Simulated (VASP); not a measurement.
# C in VASP: one cell, several levels of theory

Aim: gap, levels, forces and stress of diamond C, under +2.0 % biaxial strain in x and y, free along z at fixed geometry. Runs: PBE, r2SCAN. The results are then set beside those of Ansatz 0.2.0 for the same cell.

Code: VASP 6.6.1. PAW datasets, plane waves. Calculated at 0 K for a non-magnetic cell.

## 1. The structure to begin with

The cell comes from an earlier relaxation with r2SCAN in another program, then strained, with the atoms relaxed again.

It is tetragonal, I4_1/amd (No. 141); a = 2.568 Å, c = 3.545 Å in the conventional setting, 5.84 Å³ an atom. C has 4 C at 1.56 Å.

Coordinates:

```
CELL_PARAMETERS angstrom
0.00000 1.81573 1.77264
1.81573 0.00000 1.77264
1.81573 1.81573 0.00000
ATOMIC_POSITIONS crystal
C 0.00000 0.00000 0.00000
C 0.25000 0.25000 0.25000
```

## 2. PBE

The input, INCAR:

```
ENCUT = 520.000000
SIGMA = 0.020000
EDIFF = 1.00e-07
GGA = PE
PREC = Accurate
IBRION = -1
ISIF = 2
ISMEAR = -1
NBANDS = 11
NELM = 120
NSW = 0
LASPH = .TRUE.
LCHARG = .TRUE.
LELF = .TRUE.
LWAVE = .FALSE.
LREAL = .FALSE.
```

The input, KPOINTS:

```
KPOINTS created by Atomic Simulation Environment
0
Gamma
12 12 12
0 0 0
```

The input, KPOINTS_OPT:

```
special points
8
Reciprocal
0.0000000000 0.0000000000 0.0000000000 1
0.5000000000 0.0000000000 0.5000000000 1
0.6250000000 0.2500000000 0.6250000000 1
0.3750000000 0.3750000000 0.7500000000 1
0.5000000000 0.5000000000 0.5000000000 1
0.5000000000 0.2500000000 0.7500000000 1
-0.0021700000 -0.0021700000 0.0000000000 1
0.3658850000 0.3658850000 0.0000000000 1
```

The input, POSCAR:

```
C
 1.0000000000000000
     0.0000000000000000    1.8157266254000000    1.7726397714000000
     1.8157266254000000    0.0000000000000000    1.7726397714000000
     1.8157266254000000    1.8157266254000000    0.0000000000000000
 C
   2
Cartesian
  0.0000000000000000  0.0000000000000000  0.0000000000000000
  0.9078633126999999  0.9078633126999999  0.8863198857000000
```

Potentials: the recommended PBE PAW datasets, 8 valence electrons in the neutral cell.

On the command line:

```sh
> mpirun -np 1 vasp_std
```

## 3. r2SCAN

The input, INCAR:

```
ENCUT = 520.000000
SIGMA = 0.010000
EDIFF = 1.00e-07
ALGO = Normal
METAGGA = R2SCAN
PREC = Accurate
IBRION = -1
ISIF = 2
ISMEAR = 0
NBANDS = 11
NELM = 120
NSW = 0
LASPH = .TRUE.
LCHARG = .TRUE.
LELF = .TRUE.
LWAVE = .FALSE.
LREAL = .FALSE.
```

KPOINTS is that of step 2.

KPOINTS_OPT is that of step 2.

POSCAR is that of step 2.

Q: Predict the outcome of this session. Wanted: for each run, gap; pressure; Ansatz: gap; Ansatz: pressure.

**Answer**, as computed:

```
 level  gap (eV)  pressure (GPa)  Ansatz: gap (eV)  Ansatz: pressure (GPa)
   PBE      3.46          -10.09              3.47                  -10.65
r2SCAN      3.62          -13.93              3.65                  -14.91
```

The gap spans 3.46 eV (PBE) to 3.62 eV (r2SCAN). The pressure is highest with PBE (-10.1 GPa) and lowest with r2SCAN (-13.9 GPa), which orders the cells that they would relax to. The two programs agree on the gap within 0.04 eV, far less than the spread between functionals. Each program uses its own PAW datasets and cutoff.
